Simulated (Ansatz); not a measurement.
Cu Kα1 powder pattern (kinematic, no thermal factors).
| 2θ (°) | relative intensity |
| --- | --- |
| 14.71 | 100 |
| 16.11 | 32 |
| 17.91 | 51 |
| 21.88 | 9 |
| 23.25 | 15 |
| 29.19 | 16 |
| 29.66 | 71 |
| 32.28 | 57 |
| 32.56 | 55 |
| 32.84 | 6 |
| 33.94 | 11 |
| 34.87 | 20 |
| 35.64 | 22 |
| 35.90 | 22 |
| 36.27 | 9 |
| 39.34 | 4 |
| 42.11 | 12 |
| 44.29 | 5 |
| 44.41 | 46 |
| 44.62 | 45 |
| 45.16 | 6 |
| 46.50 | 40 |
| 46.92 | 2 |
| 47.54 | 8 |
| 48.26 | 1 |
| 48.96 | 2 |
| 49.04 | 18 |
| 49.73 | 2 |
| 50.02 | 3 |
| 52.43 | 2 |
| 54.21 | 5 |
| 54.69 | 1 |
| 55.67 | 2 |
| 56.13 | 45 |
| 56.59 | 6 |
| 56.77 | 6 |
| 57.91 | 1 |
| 58.98 | 2 |
| 59.24 | 4 |
| 59.25 | 1 |
| 60.53 | 2 |
| 61.31 | 2 |
| 61.59 | 9 |
| 64.12 | 2 |
| 64.35 | 3 |
| 64.71 | 3 |
| 66.00 | 1 |
| 66.83 | 7 |
| 67.55 | 6 |
| 68.20 | 6 |
| 68.85 | 3 |
| 69.56 | 3 |
| 69.57 | 3 |
| 69.59 | 2 |
| 69.96 | 1 |
| 70.21 | 3 |
| 71.26 | 11 |
| 71.42 | 11 |
| 73.62 | 2 |
| 74.00 | 2 |
| 75.47 | 9 |
| 76.09 | 9 |
| 77.01 | 9 |
| 77.47 | 9 |
| 77.78 | 2 |
| 78.93 | 4 |
| 78.96 | 2 |
| 79.39 | 4 |
| 79.58 | 1 |
| 80.56 | 16 |
| 83.21 | 1 |
| 84.62 | 14 |
| 85.01 | 2 |
| 85.08 | 14 |
| 85.61 | 2 |
| 87.71 | 1 |
| 87.73 | 1 |
| 88.01 | 1 |
| 88.49 | 2 |
| 88.64 | 2 |

The pattern is computed from a structure relaxed with Ansatz, DFT PBE, scalar-relativistic, plane waves, PAW. No spin polarisation. Its elements are In, Se.

Task: Give the structure.

Result: In₂Se₃.
Space group Cmmm (No. 65). a = 5.543 Å, b = 10.992 Å, c = 6.018 Å, α = 90.00°, β = 90.00°, γ = 90.00°
| atom | site | symmetry | x | y | z |
| --- | --- | --- | --- | --- | --- |
| In | 2a | mmm | 0.0000 | 0.0000 | 0.0000 |
| In | 2d | mmm | 0.0000 | 0.0000 | 0.5000 |
| Se | 2c | mmm | 0.5000 | 0.0000 | 0.5000 |
| Se | 4j | m2m | 0.0000 | 0.7496 | 0.5000 |

A pattern alone doesn't exclude other cells with like lines; this is the one computed.

The cell was found from a structure generator's guess, not taken from experiment.
